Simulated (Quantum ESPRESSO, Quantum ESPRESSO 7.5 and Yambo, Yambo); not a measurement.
# Quasiparticle gap of LiF (Griceite) in Yambo

Wanted: ground state, empty states, screening and self-energy for LiF (Griceite).

Method: PBE and many-body steps on it, plane waves, in Quantum ESPRESSO 7.5 and Yambo 5.3.0.

## Step 1: Starting point

The structure is cubic, space group Fm-3m (No. 225). Conventional cell: a = 4.028 Å, b = 4.028 Å, c = 4.028 Å, α = 90.00°, β = 90.00°, γ = 90.00°. Nearest to Li lie 6 F at 2.01 Å. Nearest to F lie 6 Li at 2.01 Å. Farther neighbours and most contacts between anions are not listed.

The cell and positions come from the Crystallography Open Database and are kept as given unless a step says otherwise.

## Step 2: Ground state

This step: Quantum ESPRESSO 7.5; DFT, PBE, plane waves, norm-conserving pseudopotentials.

The ground-state density comes first.

pw.in reads:

```
&control
  calculation = 'scf'
  prefix = 'x'
  outdir = 'o'
  pseudo_dir = 'pseudo'
/
&system
  ibrav = 0
  nat = 2
  ntyp = 2
  ecutwfc = 72.0
  nbnd = 10
  force_symmorphic = .true.
/
&electrons
  conv_thr = 1e-10
  electron_maxstep = 80
  mixing_beta = 0.5
/
ATOMIC_SPECIES
  Li 6.94 Li.upf
  F 18.998 F.upf
CELL_PARAMETERS angstrom
  0.0000000000 2.0140000000 2.0140000000
  2.0140000000 0.0000000000 2.0140000000
  2.0140000000 2.0140000000 -0.0000000000
ATOMIC_POSITIONS crystal
  Li 0.0000000000 0.0000000000 0.0000000000
  F 0.5000000000 0.5000000000 0.5000000000
K_POINTS automatic
  8 8 8 0 0 0
```

The run is started by

```sh
OMP_NUM_THREADS=1 mpirun -n 4 pw.x -nk 4 -in pw.in > pw.out
```

Output:

```text
Program PWSCF v.7.5 starts

     This program is part of the open-source Quantum ESPRESSO suite
     for quantum simulation of materials; please cite
         "P. Giannozzi et al., J. Phys.:Condens. Matter 21 395502 (2009);
         "P. Giannozzi et al., J. Phys.:Condens. Matter 29 465901 (2017);
         "P. Giannozzi et al., J. Chem. Phys. 152 154105 (2020);
     in publications or presentations arising from this work. More details at
     Message from routine setup:
     using ibrav=0 with symmetry is DISCOURAGED, use correct ibrav instead

     G-vector sticks info

     bravais-lattice index     =            0
     lattice parameter (alat)  =       5.3824  a.u.
     unit-cell volume          =     110.2567 (a.u.)^3
     number of atoms/cell      =            2
     number of atomic types    =            2
     number of electrons       =        10.00
     number of Kohn-Sham states=           10
     kinetic-energy cutoff     =      72.0000  Ry
     charge density cutoff     =     288.0000  Ry
     scf convergence threshold =      1.0E-10
     mixing beta               =       0.5000
     number of iterations used =            8  plain     mixing
     Exchange-correlation= PBE
                           (   1   4   3   4   0   0   0)

     celldm(1)=   5.382367  celldm(2)=   0.000000  celldm(3)=   0.000000
     celldm(4)=   0.000000  celldm(5)=   0.000000  celldm(6)=   0.000000

     crystal axes: (cart. coord. in units of alat)
               a(1) = (   0.000000   0.707107   0.707107 )
               a(2) = (   0.707107   0.000000   0.707107 )
               a(3) = (   0.707107   0.707107  -0.000000 )

     reciprocal axes: (cart. coord. in units 2 pi/alat)
               b(1) = ( -0.707107  0.707107  0.707107 )
               b(2) = (  0.707107 -0.707107  0.707107 )
               b(3) = (  0.707107  0.707107 -0.707107 )
     Pseudo is Norm-conserving, Zval =  3.0
     Generated using ONCVPSP code by D. R. Hamann
     Using radial grid of 1944 points,  4 beta functions with:
     Pseudo is Norm-conserving + core correction, Zval =  7.0
     Generated using ONCVPSP code by D. R. Hamann
     Using radial grid of  832 points,  5 beta functions with:
     Li                3.00     6.94000     Li( 1.00)
     F                 7.00    18.99800     F ( 1.00)

     48 Sym. Ops., with inversion, found

   Cartesian axes

     site n.     atom                  positions (alat units)
         1        Li     tau(   1) = (   0.0000000   0.0000000   0.0000000  )
         2        F      tau(   2) = (   0.7071068   0.7071068   0.7071068  )

     number of k points=    29
                       cart. coord. in units 2pi/alat
        k(    1) = (   0.0000000   0.0000000   0.0000000), wk =   0.0039062
        k(    2) = (   0.0883883   0.0883883  -0.0883883), wk =   0.0312500
        k(    3) = (   0.1767767   0.1767767  -0.1767767), wk =   0.0312500
        k(    4) = (   0.2651650   0.2651650  -0.2651650), wk =   0.0312500
        k(    5) = (  -0.3535534  -0.3535534   0.3535534), wk =   0.0156250
        k(    6) = (   0.1767767   0.0000000   0.0000000), wk =   0.0234375
        k(    7) = (   0.2651650   0.0883883  -0.0883883), wk =   0.0937500
        k(    8) = (   0.3535534   0.1767767  -0.1767767), wk =   0.0937500
        k(    9) = (  -0.2651650  -0.4419417   0.4419417), wk =   0.0937500
        k(   10) = (  -0.1767767  -0.3535534   0.3535534), wk =   0.0937500
     [... 17 further rows ...]
        k(   28) = (  -0.7071068   0.1767767  -0.0000000), wk =   0.0468750
        k(   29) = (  -0.7071068   0.3535534   0.0000000), wk =   0.0234375

     Dense  grid:     9185 G-vectors     FFT dimensions: (  30,  30,  30)

     Initial potential from superposition of free atoms

     starting charge       9.9954, renormalised to      10.0000
     Starting wfcs are    6 randomized atomic wfcs +    4 random wfcs

     per-process dynamical memory:    10.8 Mb

     Self-consistent Calculation

     iteration #  1     ecut=    72.00 Ry     beta= 0.50

     total energy              =     -63.94789897 Ry
     estimated scf accuracy    <       0.11923085 Ry

     iteration #  2     ecut=    72.00 Ry     beta= 0.50

     total energy              =     -63.97944565 Ry
     estimated scf accuracy    <       0.01212648 Ry

     iteration #  3     ecut=    72.00 Ry     beta= 0.50

     total energy              =     -63.98144994 Ry
     estimated scf accuracy    <       0.00133569 Ry

     iteration #  4     ecut=    72.00 Ry     beta= 0.50

     total energy              =     -63.98156812 Ry
     estimated scf accuracy    <       0.00003780 Ry

     iteration #  5     ecut=    72.00 Ry     beta= 0.50

     total energy              =     -63.98157171 Ry
     estimated scf accuracy    <       0.00000354 Ry

     iteration #  6     ecut=    72.00 Ry     beta= 0.50

     total energy              =     -63.98157240 Ry
     estimated scf accuracy    <          8.2E-09 Ry

     iteration #  7     ecut=    72.00 Ry     beta= 0.50

     total energy              =     -63.98157241 Ry
     estimated scf accuracy    <          4.4E-09 Ry

     iteration #  8     ecut=    72.00 Ry     beta= 0.50

     total energy              =     -63.98157241 Ry
     estimated scf accuracy    <          2.9E-10 Ry

     iteration #  9     ecut=    72.00 Ry     beta= 0.50

     End of self-consistent calculation

          k = 0.0000 0.0000 0.0000 (  1139 PWs)   bands (ev):

   -39.9378 -18.9883   0.9065   0.9065   0.9065  10.0211  24.8974  24.8974
    24.8974  25.3125

          k = 0.0884 0.0884-0.0884 (  1143 PWs)   bands (ev):

   -39.9292 -18.9290   0.4741   0.8716   0.8716  10.4588  21.5470  23.2809
    23.2809  26.5804

          k = 0.1768 0.1768-0.1768 (  1131 PWs)   bands (ev):

   -39.9086 -18.7808  -0.4525   0.7900   0.7900  11.2836  18.8900  21.5015
    21.5015  27.9954

          k = 0.2652 0.2652-0.2652 (  1143 PWs)   bands (ev):

     [... further k-points ...]

     highest occupied, lowest unoccupied level (ev):     0.9065   10.0211

!    total energy              =     -63.98157241 Ry
     estimated scf accuracy    <          2.3E-11 Ry

     The total energy is the sum of the following terms:
     one-electron contribution =     -25.10600909 Ry
     hartree contribution      =      16.67746653 Ry
     xc contribution           =     -14.60475319 Ry
     ewald contribution        =     -40.94827666 Ry

     convergence has been achieved in   9 iterations

     XML data file, charge density, pseudopotentials, collected wavefunctions

=------------------------------------------------------------------------------=
   JOB DONE.
=------------------------------------------------------------------------------=
```

The job ended after 2.1 s (4 MPI ranks of Arm Neoverse V1, shared host; peak memory 0.19 GiB).

This step gave:

- total energy: -870.5136 eV
- gap: 9.115 eV
- k of the valence top: 0, 0, 0
- k of the conduction bottom: 0, 0, 0
- least direct gap: 9.115 eV

The gap is direct, at Γ.

## Step 3: Bands along the symmetry lines

Levels along a band path, at the cheap level, show where the edges lie and whether the meshes to come will hold them.

pw.in reads:

```
&control
  calculation = 'bands'
  prefix = 'x'
  outdir = 'o'
  pseudo_dir = 'pseudo'
/
&system
  ibrav = 0
  nat = 2
  ntyp = 2
  ecutwfc = 72.0
  nbnd = 11
  force_symmorphic = .true.
/
&electrons
  conv_thr = 1e-9
  electron_maxstep = 80
  diago_full_acc = .true.
  diago_thr_init = 5e-6
/
ATOMIC_SPECIES
  Li 6.94 Li.upf
  F 18.998 F.upf
CELL_PARAMETERS angstrom
  0.0000000000 2.0140000000 2.0140000000
  2.0140000000 0.0000000000 2.0140000000
  2.0140000000 2.0140000000 -0.0000000000
ATOMIC_POSITIONS crystal
  Li 0.0000000000 0.0000000000 0.0000000000
  F 0.5000000000 0.5000000000 0.5000000000
K_POINTS crystal
  50
  0.00000000 0.00000000 0.00000000 1
  0.06250000 0.00000000 0.06250000 1
  0.12500000 0.00000000 0.12500000 1
  0.18750000 0.00000000 0.18750000 1
  0.25000000 0.00000000 0.25000000 1
  0.31250000 0.00000000 0.31250000 1
  0.37500000 0.00000000 0.37500000 1
  0.43750000 0.00000000 0.43750000 1
  0.50000000 0.00000000 0.50000000 1
  0.51562500 0.03125000 0.51562500 1
  0.53125000 0.06250000 0.53125000 1
  0.54687500 0.09375000 0.54687500 1
  0.56250000 0.12500000 0.56250000 1
  0.57812500 0.15625000 0.57812500 1
  0.59375000 0.18750000 0.59375000 1
  0.60937500 0.21875000 0.60937500 1
  0.62500000 0.25000000 0.62500000 1
  0.37500000 0.37500000 0.75000000 1
  0.32812500 0.32812500 0.65625000 1
  0.28125000 0.28125000 0.56250000 1
  0.23437500 0.23437500 0.46875000 1
  0.18750000 0.18750000 0.37500000 1
  0.14062500 0.14062500 0.28125000 1
  0.09375000 0.09375000 0.18750000 1
  0.04687500 0.04687500 0.09375000 1
  0.00000000 0.00000000 0.00000000 1
  0.06250000 0.06250000 0.06250000 1
  0.12500000 0.12500000 0.12500000 1
  0.18750000 0.18750000 0.18750000 1
  0.25000000 0.25000000 0.25000000 1
  0.31250000 0.31250000 0.31250000 1
  0.37500000 0.37500000 0.37500000 1
  0.43750000 0.43750000 0.43750000 1
  0.50000000 0.50000000 0.50000000 1
  0.50000000 0.46875000 0.53125000 1
  0.50000000 0.43750000 0.56250000 1
  0.50000000 0.40625000 0.59375000 1
  0.50000000 0.37500000 0.62500000 1
  0.50000000 0.34375000 0.65625000 1
  0.50000000 0.31250000 0.68750000 1
  0.50000000 0.28125000 0.71875000 1
  0.50000000 0.25000000 0.75000000 1
  0.50000000 0.21875000 0.71875000 1
  0.50000000 0.18750000 0.68750000 1
  0.50000000 0.15625000 0.65625000 1
  0.50000000 0.12500000 0.62500000 1
  0.50000000 0.09375000 0.59375000 1
  0.50000000 0.06250000 0.56250000 1
  0.50000000 0.03125000 0.53125000 1
  0.50000000 0.00000000 0.50000000 1
```

Output:

```text
[banner, memory and clock lines left out]
Program PWSCF v.7.5 starts

     Atomic positions and unit cell read from directory:
     o/x.save/

     Message from routine setup:
     using ibrav=0 with symmetry is DISCOURAGED, use correct ibrav instead

     G-vector sticks info

     bravais-lattice index     =            0
     lattice parameter (alat)  =       5.3824  a.u.
     unit-cell volume          =     110.2567 (a.u.)^3
     number of atoms/cell      =            2
     number of atomic types    =            2
     number of electrons       =        10.00
     number of Kohn-Sham states=           11
     kinetic-energy cutoff     =      72.0000  Ry
     charge density cutoff     =     288.0000  Ry
     Exchange-correlation= PBE
                           (   1   4   3   4   0   0   0)

     celldm(1)=   5.382367  celldm(2)=   0.000000  celldm(3)=   0.000000
     celldm(4)=   0.000000  celldm(5)=   0.000000  celldm(6)=   0.000000

     crystal axes: (cart. coord. in units of alat)
               a(1) = (   0.000000   0.707107   0.707107 )
               a(2) = (   0.707107   0.000000   0.707107 )
               a(3) = (   0.707107   0.707107  -0.000000 )

     reciprocal axes: (cart. coord. in units 2 pi/alat)
               b(1) = ( -0.707107  0.707107  0.707107 )
               b(2) = (  0.707107 -0.707107  0.707107 )
               b(3) = (  0.707107  0.707107 -0.707107 )
     Pseudo is Norm-conserving, Zval =  3.0
     Generated using ONCVPSP code by D. R. Hamann
     Using radial grid of 1944 points,  4 beta functions with:
     Pseudo is Norm-conserving + core correction, Zval =  7.0
     Generated using ONCVPSP code by D. R. Hamann
     Using radial grid of  832 points,  5 beta functions with:
     Li                3.00     6.94000     Li( 1.00)
     F                 7.00    18.99800     F ( 1.00)

     48 Sym. Ops., with inversion, found

   Cartesian axes

     site n.     atom                  positions (alat units)
         1        Li     tau(   1) = (   0.0000000   0.0000000   0.0000000  )
         2        F      tau(   2) = (   0.7071068   0.7071068   0.7071068  )

     number of k points=    50
                       cart. coord. in units 2pi/alat
        k(    1) = (   0.0000000   0.0000000   0.0000000), wk =   0.0400000
        k(    2) = (   0.0000000   0.0883883   0.0000000), wk =   0.0400000
        k(    3) = (   0.0000000   0.1767767   0.0000000), wk =   0.0400000
[...]
[... 38 further rows ...]
        k(   49) = (   0.0441942   0.7071068   0.0000000), wk =   0.0400000
        k(   50) = (   0.0000000   0.7071068   0.0000000), wk =   0.0400000

     Dense  grid:     9185 G-vectors     FFT dimensions: (  30,  30,  30)

     The potential is recalculated from file :
     o/x.save/charge-density

     Starting wfcs are    6 randomized atomic wfcs +    5 random wfcs

     Band Structure Calculation

     End of band structure calculation

          k = 0.0000 0.0000 0.0000 (  1139 PWs)   bands (ev):

   -39.9378 -18.9883   0.9065   0.9065   0.9065  10.0211  24.8974  24.8974
    24.8974  25.3125  25.3125

          k = 0.0000 0.0884 0.0000 (  1147 PWs)   bands (ev):

   -39.9348 -18.9678   0.8035   0.8673   0.8673  10.1833  23.7304  23.7304
    24.1913  24.2895  26.8324

          k = 0.0000 0.1768 0.0000 (  1155 PWs)   bands (ev):

   -39.9265 -18.9071   0.5061   0.7562   0.7562  10.6553  22.5118  22.7158
    22.7158  23.0257  28.8911

          k =-0.0000 0.2652 0.0000 (  1146 PWs)   bands (ev):

[...]
k = 0.0000 0.4419-0.0000 (  1126 PWs)   bands (ev):

[...]
k =-0.0000 0.5303 0.0000 (  1142 PWs)   bands (ev):

[...]
k = 0.0000 0.6187-0.0000 (  1138 PWs)   bands (ev):

[...]
k = 0.4640 0.4640-0.0000 (  1141 PWs)   bands (ev):

[...]
k = 0.3315 0.3315-0.0000 (  1135 PWs)   bands (ev):

[...]
k = 0.3094 0.7071-0.0000 (  1134 PWs)   bands (ev):

[...]
k = 0.2210 0.7071-0.0000 (  1138 PWs)   bands (ev):

[...]
k = 0.1768 0.7071-0.0000 (  1142 PWs)   bands (ev):

[...]
k = 0.0442 0.7071 0.0000 (  1142 PWs)   bands (ev):

   -39.8644 -18.2931  -2.0598  -0.1059  -0.0759  15.7296  17.3711  18.3945
    21.1240  21.3413  34.3419

          k = 0.0000 0.7071 0.0000 (  1138 PWs)   bands (ev):

   -39.8644 -18.2921  -2.0764  -0.0833  -0.0833  15.7282  17.4514  18.3945
    21.1639  21.1639  34.3039

     XML data file, pseudopotentials, collected wavefunctions
```

It took 1.4 s on 4 MPI ranks; peak memory 0.05 GiB; 5.3 s of CPU time.

This step gave:

* gap: 9.114 eV
* k of the valence top: 0.0469, 0.0469, 0.0938
* k of the conduction bottom: 0, 0, 0
* least direct gap: 9.115 eV

The gap is 9.114 eV, −0.001 eV from the run before at this level.

The electronic bands at the labelled points (eV, zero at the top of the highest filled band; v1 is the highest filled band, c1 the lowest empty one):

| point | v4 | v3 | v2 | v1 | c1 | c2 | c3 | c4 |
| --- | --- | --- | --- | --- | --- | --- | --- | --- |
| Γ | -19.90 | 0.00 | 0.00 | 0.00 | 9.11 | 23.99 | 23.99 | 23.99 |
| halfway | -19.59 | -1.42 | -0.51 | -0.51 | 11.43 | 18.82 | 19.77 | 20.65 |
| X | -19.20 | -2.98 | -0.99 | -0.99 | 14.82 | 16.54 | 17.49 | 20.26 |
| halfway | -19.21 | -2.85 | -1.17 | -0.92 | 14.84 | 15.87 | 17.71 | 20.08 |
| U | -19.24 | -2.48 | -1.55 | -0.73 | 14.53 | 14.92 | 18.45 | 19.69 |
| jump to K | -19.24 | -2.48 | -1.55 | -0.73 | 14.53 | 14.92 | 18.45 | 19.69 |
| halfway | -19.59 | -1.49 | -0.75 | -0.09 | 11.11 | 17.01 | 19.96 | 20.21 |
| Γ | -19.90 | 0.00 | 0.00 | 0.00 | 9.11 | 23.99 | 23.99 | 23.99 |
| halfway | -19.69 | -1.36 | -0.12 | -0.12 | 10.38 | 17.98 | 20.59 | 20.59 |
| L | -19.46 | -2.50 | -0.23 | -0.23 | 10.83 | 16.74 | 18.94 | 18.94 |
| halfway | -19.35 | -2.31 | -1.22 | -0.48 | 12.56 | 15.76 | 19.00 | 19.20 |
| W | -19.23 | -2.06 | -2.06 | -0.79 | 15.08 | 15.08 | 17.48 | 19.28 |
| halfway | -19.21 | -2.73 | -1.32 | -0.89 | 14.86 | 15.76 | 17.49 | 19.75 |
| X | -19.20 | -2.98 | -0.99 | -0.99 | 14.82 | 16.54 | 17.49 | 20.26 |

The electronic bands as a text plot (rows in eV, shown from -8.0 to 15.1 only):

```
   14.6 |          +++++++++                             ++++++++
   13.7 |         +        +                           ++
   12.7 |       ++          ++                        +
   11.7 |     ++              ++                    ++
   10.8 |    +                  +++         ++++++++
    9.8 |  ++                      ++    +++
    8.9 |++                          ++++
    7.9 |
    6.9 |
    6.0 |
    5.0 |
    4.0 |
    3.1 |
    2.1 |
    1.1 |
    0.2 |****                 **********************
   -0.8 |  **************************    ***      ***************
   -1.7 |     ****       ********           ****       *******
   -2.7 |         *********                     ********   ******
   -3.7 |
   -4.6 |
   -5.6 |
   -6.6 |
   -7.5 |
         Γ           X  U|K            Γ         L        W     X
```

(Part 1 of 2 ends here.)

[Paths, hosts, dates, memory and timing lines, banners, echoed tables and standing remarks are left out of the program output.]

[Logs are printed without paths, hosts, clocks, repeated set-up lines and the standing remarks that a program may print on its own settings, such as how far it seeks lower states.]

[Runs of the session that timed out or met a known fault of the program may be left out.]

[Hosts, paths, dates, database ids (printed as entryN), source tags and the programs' standing remarks are cut or masked in the printed files.]
